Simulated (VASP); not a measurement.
# PbS (Galena) (Fm-3m) in VASP: a series of runs, part 6 of 8

VASP 6.6.1. The steps go on from the part before.

## Step 75: Equation of state, PBEsol, 26.87 Å³/atom

File INCAR:

```
PREC     = Accurate       # precision mode
ENCUT    = 400            # plane-wave cutoff, eV
EDIFF    = 1E-7           # SCF threshold, eV
ISMEAR   = 0              # smearing method
SIGMA    = 0.05           # smearing width, eV
LREAL    = F              # projectors in reciprocal space
LASPH    = T              # aspherical terms in the spheres
NELM     = 100            # most SCF steps
ALGO     = Normal         # electronic algorithm
ISIF     = 2              # what is computed and relaxed
LWAVE    = F              # write WAVECAR
LCHARG   = F              # write CHGCAR
GGA      = PS             # functional
ADDGRID  = T
```

File KPOINTS:

```
Automatic mesh
0
Gamma
  4 4 4
```

File POSCAR:

```
PbS
1.0
    0.0000000000      2.9951157712      2.9951157712
    2.9951157712      0.0000000000      2.9951157712
    2.9951157712      2.9951157712      0.0000000000
Pb S
1 1
Direct
    0.0000000000      0.0000000000      0.0000000000
    0.5000000000      0.5000000000      0.5000000000
```

Potentials or basis: VASP PAW PBE potentials, release 64 (Pb_d, S).

On the command line:

```console
> cat potpaw_PBE.64/Pb_d/POTCAR potpaw_PBE.64/S/POTCAR > POTCAR
> mpirun -np 1 vasp_std > vasp.out
```

It took 5.2 s on 1 thread of Intel Xeon 6975P-C (Granite Rapids), shared host; peak memory 0.22 GiB.

These settings aren't checked as converged: the numbers below hold their error.

Results:

```
Free energy            : -9.4267 eV
Pressure               : -2.4 GPa
Band gap on the k mesh : 0.36 eV, direct
```

Caveat: the k mesh is coarse (spacing up to 0.45 Å⁻¹), so the values aren't converged; the PAW data sets were made with another functional, which shifts forces and pressure a little; spin-orbit coupling is left out, which as a rule narrows the gap of such compounds by several tenths of an eV.

## Step 76: Equation of state, PBEsol, 25.30 Å³/atom

INCAR, as its differences from that of step 75:

```diff
@@ -6,3 +6,3 @@
 LREAL    = F              # projectors in reciprocal space
-LASPH    = T              # aspherical terms in the spheres
+LASPH    = F              # aspherical terms in the spheres
 NELM     = 100            # most SCF steps
@@ -13,2 +13,2 @@
 GGA      = PS             # functional
-ADDGRID  = T
+ADDGRID  = F
```

KPOINTS is that of step 75.

File POSCAR:

```
PbS
1.0
    0.0000000000      2.9357908810      2.9357908810
    2.9357908810      0.0000000000      2.9357908810
    2.9357908810      2.9357908810      0.0000000000
Pb S
1 1
Direct
    0.0000000000      0.0000000000      0.0000000000
    0.5000000000      0.5000000000      0.5000000000
```

On the command line:

```console
> cat potpaw_PBE.64/Pb_d/POTCAR potpaw_PBE.64/S/POTCAR > POTCAR
> mpirun -np 1 vasp_std > vasp.out
```

Wall time 2.7 s (1 thread of Intel Xeon 6975P-C (Granite Rapids), shared host); peak memory 0.15 GiB.

The run converged, but some of its settings lie outside the range that counts as converged, so its numbers aren't taken as properties of the crystal.

What came out:

```
Free energy            : -9.4399 eV
Pressure               : 1.0 GPa
Band gap on the k mesh : 0.14 eV, direct
```

Caveat: the k mesh is coarse (spacing up to 0.46 Å⁻¹), so the values aren't converged; the PAW data sets were made with another functional, which shifts forces and pressure a little; spin-orbit coupling is left out, which as a rule narrows the gap of such compounds by several tenths of an eV.

## Step 77: Equation of state, PBEsol, 26.87 Å³/atom

INCAR is that of step 76.

KPOINTS is that of step 76.

File POSCAR:

```
PbS
1.0
    0.0000000000      2.9951157712      2.9951157712
    2.9951157712      0.0000000000      2.9951157712
    2.9951157712      2.9951157712      0.0000000000
Pb S
1 1
Direct
    0.0000000000      0.0000000000      0.0000000000
    0.5000000000      0.5000000000      0.5000000000
```

On the command line:

```console
> cat potpaw_PBE.64/Pb_d/POTCAR potpaw_PBE.64/S/POTCAR > POTCAR
> mpirun -np 1 vasp_std > vasp.out
```

It took 2.7 s on 1 thread of Intel Xeon 6975P-C (Granite Rapids), shared host; peak memory 0.15 GiB.

These settings aren't checked as converged: the numbers below hold their error.

Results:

| Property | Result |
| --- | --- |
| Free energy | -9.4266 eV |
| Pressure | -2.4 GPa |
| Band gap on the k mesh | 0.36 eV, direct |

Caveat: the k mesh is coarse (spacing up to 0.45 Å⁻¹), so the values aren't converged; the PAW data sets were made with another functional, which shifts forces and pressure a little; spin-orbit coupling is left out, which as a rule narrows the gap of such compounds by several tenths of an eV.

## Step 78: Equation of state, PBEsol, 25.30 Å³/atom

File INCAR:

```
PREC     = Normal         # precision mode
ENCUT    = 400            # plane-wave cutoff, eV
EDIFF    = 1E-4           # SCF threshold, eV
ISMEAR   = 0              # smearing method
SIGMA    = 0.05           # smearing width, eV
LREAL    = Auto         
LASPH    = T              # aspherical terms in the spheres
NELM     = 100            # most SCF steps
ALGO     = Normal         # electronic algorithm
ISIF     = 2              # what is computed and relaxed
LWAVE    = F              # write WAVECAR
LCHARG   = F              # write CHGCAR
GGA      = PS             # functional
ADDGRID  = F
```

KPOINTS is that of step 77.

File POSCAR:

```
PbS
1.0
    0.0000000000      2.9357908810      2.9357908810
    2.9357908810      0.0000000000      2.9357908810
    2.9357908810      2.9357908810      0.0000000000
Pb S
1 1
Direct
    0.0000000000      0.0000000000      0.0000000000
    0.5000000000      0.5000000000      0.5000000000
```

Potentials or basis: VASP PAW PBE potentials, release 64 (Pb_d, S).

On the command line:

```console
> cat potpaw_PBE.64/Pb_d/POTCAR potpaw_PBE.64/S/POTCAR > POTCAR
> mpirun -np 1 vasp_std > vasp.out
```

Wall time 2.1 s (1 thread of Intel Xeon 6975P-C (Granite Rapids), shared host); peak memory 0.12 GiB.

The run converged, but some of its settings lie outside the range that counts as converged, so its numbers aren't taken as properties of the crystal.

What came out:

```yaml
Free_energy: -9.4380 eV
Pressure: 0.7 GPa
Band_gap_on_the_k_mesh: 0.14 eV, direct
```

Caveat: the k mesh is coarse (spacing up to 0.46 Å⁻¹), so the values aren't converged; the PAW data sets were made with another functional, which shifts forces and pressure a little; spin-orbit coupling is left out, which as a rule narrows the gap of such compounds by several tenths of an eV.

## Step 79: Equation of state, PBEsol, 26.87 Å³/atom

INCAR is that of step 78.

KPOINTS is that of step 78.

File POSCAR:

```
PbS
1.0
    0.0000000000      2.9951157712      2.9951157712
    2.9951157712      0.0000000000      2.9951157712
    2.9951157712      2.9951157712      0.0000000000
Pb S
1 1
Direct
    0.0000000000      0.0000000000      0.0000000000
    0.5000000000      0.5000000000      0.5000000000
```

On the command line:

```console
> cat potpaw_PBE.64/Pb_d/POTCAR potpaw_PBE.64/S/POTCAR > POTCAR
> mpirun -np 1 vasp_std > vasp.out
```

It took 2.2 s on 1 thread of Intel Xeon 6975P-C (Granite Rapids), shared host; peak memory 0.13 GiB.

The run converged, but some of its settings lie outside the range that counts as converged, so its numbers aren't taken as properties of the crystal.

Results:

| Property | Result |
| --- | --- |
| Free energy | -9.4273 eV |
| Pressure | -2.3 GPa |
| Band gap on the k mesh | 0.36 eV, direct |

Caveat: the k mesh is coarse (spacing up to 0.45 Å⁻¹), so the values aren't converged; the PAW data sets were made with another functional, which shifts forces and pressure a little; spin-orbit coupling is left out, which as a rule narrows the gap of such compounds by several tenths of an eV.

## Step 80: Equation of state, PBEsol, 25.30 Å³/atom

File INCAR:

```
PREC     = Accurate       # precision mode
ENCUT    = 300            # plane-wave cutoff, eV
EDIFF    = 1E-7           # SCF threshold, eV
ISMEAR   = 0              # smearing method
SIGMA    = 0.05           # smearing width, eV
LREAL    = F              # projectors in reciprocal space
LASPH    = T              # aspherical terms in the spheres
NELM     = 100            # most SCF steps
ALGO     = Normal         # electronic algorithm
ISIF     = 2              # what is computed and relaxed
LWAVE    = F              # write WAVECAR
LCHARG   = F              # write CHGCAR
GGA      = PS             # functional
ADDGRID  = F
```

File KPOINTS:

```
Automatic mesh
0
Gamma
  5 5 5
```

File POSCAR:

```
PbS
1.0
    0.0000000000      2.9357908810      2.9357908810
    2.9357908810      0.0000000000      2.9357908810
    2.9357908810      2.9357908810      0.0000000000
Pb S
1 1
Direct
    0.0000000000      0.0000000000      0.0000000000
    0.5000000000      0.5000000000      0.5000000000
```

On the command line:

```console
> cat potpaw_PBE.64/Pb_d/POTCAR potpaw_PBE.64/S/POTCAR > POTCAR
> mpirun -np 1 vasp_std > vasp.out
```

Run time: 2.3 s. Hardware: 1 thread of Intel Xeon 6975P-C (Granite Rapids), shared host; peak memory 0.13 GiB.

These settings aren't checked as converged: the numbers below hold their error.

What came out:

```
Free energy : -9.4707 eV
Pressure    : 0.2 GPa
```

Caveat: the cutoff is under 1.25 times the usual one of these potentials, so pressure, stress and relaxed cells hold a basis-set (Pulay) error; this odd mesh misses L, where the gap lies, so gap, dielectric constants and Born charges aren't listed; the PAW data sets were made with another functional, which shifts forces and pressure a little.

## Step 81: Equation of state, PBEsol, 26.87 Å³/atom

INCAR is that of step 80.

KPOINTS is that of step 80.

File POSCAR:

```
PbS
1.0
    0.0000000000      2.9951157712      2.9951157712
    2.9951157712      0.0000000000      2.9951157712
    2.9951157712      2.9951157712      0.0000000000
Pb S
1 1
Direct
    0.0000000000      0.0000000000      0.0000000000
    0.5000000000      0.5000000000      0.5000000000
```

Potentials or basis: VASP PAW PBE potentials, release 64 (Pb_d, S).

On the command line:

```console
> cat potpaw_PBE.64/Pb_d/POTCAR potpaw_PBE.64/S/POTCAR > POTCAR
> mpirun -np 1 vasp_std > vasp.out
```

It took 2.3 s on 1 thread of Intel Xeon 6975P-C (Granite Rapids), shared host; peak memory 0.13 GiB.

These settings aren't checked as converged: the numbers below hold their error.

Results:

```yaml
Free_energy: -9.4509 eV
Pressure: -3.1 GPa
```

Caveat: the cutoff is under 1.25 times the usual one of these potentials, so pressure, stress and relaxed cells hold a basis-set (Pulay) error; this odd mesh misses L, where the gap lies, so gap, dielectric constants and Born charges aren't listed; the PAW data sets were made with another functional, which shifts forces and pressure a little.

## Step 82: Equation of state, PBEsol, 25.30 Å³/atom

INCAR, as its differences from that of step 81:

```diff
@@ -1,3 +1,3 @@
 PREC     = Accurate       # precision mode
-ENCUT    = 300            # plane-wave cutoff, eV
+ENCUT    = 500            # plane-wave cutoff, eV
 EDIFF    = 1E-7           # SCF threshold, eV
```

File KPOINTS:

```
Automatic mesh
0
Gamma
  4 4 4
```

File POSCAR:

```
PbS
1.0
    0.0000000000      2.9357908810      2.9357908810
    2.9357908810      0.0000000000      2.9357908810
    2.9357908810      2.9357908810      0.0000000000
Pb S
1 1
Direct
    0.0000000000      0.0000000000      0.0000000000
    0.5000000000      0.5000000000      0.5000000000
```

On the command line:

```console
> cat potpaw_PBE.64/Pb_d/POTCAR potpaw_PBE.64/S/POTCAR > POTCAR
> mpirun -np 1 vasp_std > vasp.out
```

Run time: 4.2 s. Hardware: 1 thread of Intel Xeon 6975P-C (Granite Rapids), shared host; peak memory 0.16 GiB.

The run converged, but some of its settings lie outside the range that counts as converged, so its numbers aren't taken as properties of the crystal.

Results:

```yaml
Free_energy: -9.4400 eV
Pressure: 1.0 GPa
Band_gap_on_the_k_mesh: 0.14 eV, direct
```

Caveat: the k mesh is coarse (spacing up to 0.46 Å⁻¹), so the values aren't converged; the PAW data sets were made with another functional, which shifts forces and pressure a little; spin-orbit coupling is left out, which as a rule narrows the gap of such compounds by several tenths of an eV.

## Step 83: Equation of state, PBEsol, 26.87 Å³/atom

INCAR is that of step 82.

KPOINTS is that of step 82.

File POSCAR:

```
PbS
1.0
    0.0000000000      2.9951157712      2.9951157712
    2.9951157712      0.0000000000      2.9951157712
    2.9951157712      2.9951157712      0.0000000000
Pb S
1 1
Direct
    0.0000000000      0.0000000000      0.0000000000
    0.5000000000      0.5000000000      0.5000000000
```

On the command line:

```console
> cat potpaw_PBE.64/Pb_d/POTCAR potpaw_PBE.64/S/POTCAR > POTCAR
> mpirun -np 1 vasp_std > vasp.out
```

It took 3.8 s on 1 thread of Intel Xeon 6975P-C (Granite Rapids), shared host; peak memory 0.17 GiB.

These settings aren't checked as converged: the numbers below hold their error.

Results:

- Free energy: -9.4268 eV
- Pressure: -2.4 GPa
- Band gap on the k mesh: 0.36 eV, direct

Caveat: the k mesh is coarse (spacing up to 0.45 Å⁻¹), so the values aren't converged; the PAW data sets were made with another functional, which shifts forces and pressure a little; spin-orbit coupling is left out, which as a rule narrows the gap of such compounds by several tenths of an eV.

## Step 84: Equation of state, PBEsol, 25.30 Å³/atom

INCAR, as its differences from that of step 83:

```diff
@@ -1,3 +1,3 @@
 PREC     = Accurate       # precision mode
-ENCUT    = 500            # plane-wave cutoff, eV
+ENCUT    = 350            # plane-wave cutoff, eV
 EDIFF    = 1E-7           # SCF threshold, eV
```

File KPOINTS:

```
Automatic mesh
0
Gamma
  5 5 5
```

File POSCAR:

```
PbS
1.0
    0.0000000000      2.9357908810      2.9357908810
    2.9357908810      0.0000000000      2.9357908810
    2.9357908810      2.9357908810      0.0000000000
Pb S
1 1
Direct
    0.0000000000      0.0000000000      0.0000000000
    0.5000000000      0.5000000000      0.5000000000
```

Potentials or basis: VASP PAW PBE potentials, release 64 (Pb_d, S).

On the command line:

```console
> cat potpaw_PBE.64/Pb_d/POTCAR potpaw_PBE.64/S/POTCAR > POTCAR
> mpirun -np 1 vasp_std > vasp.out
```

It took 3.7 s on 1 thread of Intel Xeon 6975P-C (Granite Rapids), shared host; peak memory 0.15 GiB.

These settings aren't checked as converged: the numbers below hold their error.

Results:

* Free energy: -9.4707 eV
* Pressure: 0.4 GPa

Caveat: this odd mesh misses L, where the gap lies, so gap, dielectric constants and Born charges aren't listed; the PAW data sets were made with another functional, which shifts forces and pressure a little.

## Step 85: Equation of state, PBEsol, 26.87 Å³/atom

INCAR is that of step 84.

KPOINTS is that of step 84.

File POSCAR:

```
PbS
1.0
    0.0000000000      2.9951157712      2.9951157712
    2.9951157712      0.0000000000      2.9951157712
    2.9951157712      2.9951157712      0.0000000000
Pb S
1 1
Direct
    0.0000000000      0.0000000000      0.0000000000
    0.5000000000      0.5000000000      0.5000000000
```

On the command line:

```console
> cat potpaw_PBE.64/Pb_d/POTCAR potpaw_PBE.64/S/POTCAR > POTCAR
> mpirun -np 1 vasp_std > vasp.out
```

Run time: 3.7 s. Hardware: 1 thread of Intel Xeon 6975P-C (Granite Rapids), shared host; peak memory 0.15 GiB.

These settings aren't checked as converged: the numbers below hold their error.

What came out:

- Free energy: -9.4511 eV
- Pressure: -2.9 GPa

Caveat: this odd mesh misses L, where the gap lies, so gap, dielectric constants and Born charges aren't listed; the PAW data sets were made with another functional, which shifts forces and pressure a little.

## Step 86: Equation of state, PBEsol, 25.30 Å³/atom

INCAR, as its differences from that of step 85:

```diff
@@ -1,3 +1,3 @@
 PREC     = Accurate       # precision mode
-ENCUT    = 350            # plane-wave cutoff, eV
+ENCUT    = 600            # plane-wave cutoff, eV
 EDIFF    = 1E-7           # SCF threshold, eV
```

File KPOINTS:

```
Automatic mesh
0
Gamma
  4 4 4
```

File POSCAR:

```
PbS
1.0
    0.0000000000      2.9357908810      2.9357908810
    2.9357908810      0.0000000000      2.9357908810
    2.9357908810      2.9357908810      0.0000000000
Pb S
1 1
Direct
    0.0000000000      0.0000000000      0.0000000000
    0.5000000000      0.5000000000      0.5000000000
```

On the command line:

```console
> cat potpaw_PBE.64/Pb_d/POTCAR potpaw_PBE.64/S/POTCAR > POTCAR
> mpirun -np 1 vasp_std > vasp.out
```

Run time: 4.9 s. Hardware: 1 thread of Intel Xeon 6975P-C (Granite Rapids), shared host; peak memory 0.2 GiB.

The run converged, but some of its settings lie outside the range that counts as converged, so its numbers aren't taken as properties of the crystal.

Results:

```yaml
Free_energy: -9.4405 eV
Pressure: 1.1 GPa
Band_gap_on_the_k_mesh: 0.14 eV, direct
```

Caveat: the k mesh is coarse (spacing up to 0.46 Å⁻¹), so the values aren't converged; the PAW data sets were made with another functional, which shifts forces and pressure a little; spin-orbit coupling is left out, which as a rule narrows the gap of such compounds by several tenths of an eV.

## Step 87: Equation of state, PBEsol, 26.87 Å³/atom

INCAR is that of step 86.

KPOINTS is that of step 86.

File POSCAR:

```
PbS
1.0
    0.0000000000      2.9951157712      2.9951157712
    2.9951157712      0.0000000000      2.9951157712
    2.9951157712      2.9951157712      0.0000000000
Pb S
1 1
Direct
    0.0000000000      0.0000000000      0.0000000000
    0.5000000000      0.5000000000      0.5000000000
```

Potentials or basis: VASP PAW PBE potentials, release 64 (Pb_d, S).

On the command line:

```console
> cat potpaw_PBE.64/Pb_d/POTCAR potpaw_PBE.64/S/POTCAR > POTCAR
> mpirun -np 1 vasp_std > vasp.out
```

It took 5.1 s on 1 thread of Intel Xeon 6975P-C (Granite Rapids), shared host; peak memory 0.2 GiB.

These settings aren't checked as converged: the numbers below hold their error.

Results:

| Quantity | Value |
| --- | --- |
| Free energy | -9.4271 eV |
| Pressure | -2.3 GPa |
| Band gap on the k mesh | 0.36 eV, direct |

Caveat: the k mesh is coarse (spacing up to 0.45 Å⁻¹), so the values aren't converged; the PAW data sets were made with another functional, which shifts forces and pressure a little; spin-orbit coupling is left out, which as a rule narrows the gap of such compounds by several tenths of an eV.

## Step 88: Equation of state, PBEsol, 25.30 Å³/atom

INCAR, as its differences from that of step 87:

```diff
@@ -1,3 +1,3 @@
 PREC     = Accurate       # precision mode
-ENCUT    = 600            # plane-wave cutoff, eV
+ENCUT    = 400            # plane-wave cutoff, eV
 EDIFF    = 1E-7           # SCF threshold, eV
```

File KPOINTS:

```
Automatic mesh
0
Gamma
  5 5 5
```

File POSCAR:

```
PbS
1.0
    0.0000000000      2.9357908810      2.9357908810
    2.9357908810      0.0000000000      2.9357908810
    2.9357908810      2.9357908810      0.0000000000
Pb S
1 1
Direct
    0.0000000000      0.0000000000      0.0000000000
    0.5000000000      0.5000000000      0.5000000000
```

On the command line:

```console
> cat potpaw_PBE.64/Pb_d/POTCAR potpaw_PBE.64/S/POTCAR > POTCAR
> mpirun -np 1 vasp_std > vasp.out
```

Run time: 3.5 s. Hardware: 1 thread of Intel Xeon 6975P-C (Granite Rapids), shared host; peak memory 0.15 GiB.

The run converged, but some of its settings lie outside the range that counts as converged, so its numbers aren't taken as properties of the crystal.

Results:

```yaml
Free_energy: -9.4715 eV
Pressure: 0.7 GPa
```

Caveat: this odd mesh misses L, where the gap lies, so gap, dielectric constants and Born charges aren't listed; the PAW data sets were made with another functional, which shifts forces and pressure a little.

## Step 89: Equation of state, PBEsol, 26.87 Å³/atom

INCAR is that of step 88.

KPOINTS is that of step 88.

File POSCAR:

```
PbS
1.0
    0.0000000000      2.9951157712      2.9951157712
    2.9951157712      0.0000000000      2.9951157712
    2.9951157712      2.9951157712      0.0000000000
Pb S
1 1
Direct
    0.0000000000      0.0000000000      0.0000000000
    0.5000000000      0.5000000000      0.5000000000
```

On the command line:

```console
> cat potpaw_PBE.64/Pb_d/POTCAR potpaw_PBE.64/S/POTCAR > POTCAR
> mpirun -np 1 vasp_std > vasp.out
```

It took 3.5 s on 1 thread of Intel Xeon 6975P-C (Granite Rapids), shared host; peak memory 0.15 GiB.

The run converged, but some of its settings lie outside the range that counts as converged, so its numbers aren't taken as properties of the crystal.

What came out:

```yaml
Free_energy: -9.4520 eV
Pressure: -2.6 GPa
```

Caveat: this odd mesh misses L, where the gap lies, so gap, dielectric constants and Born charges aren't listed; the PAW data sets were made with another functional, which shifts forces and pressure a little.

(Continued in part 7 of 8.)
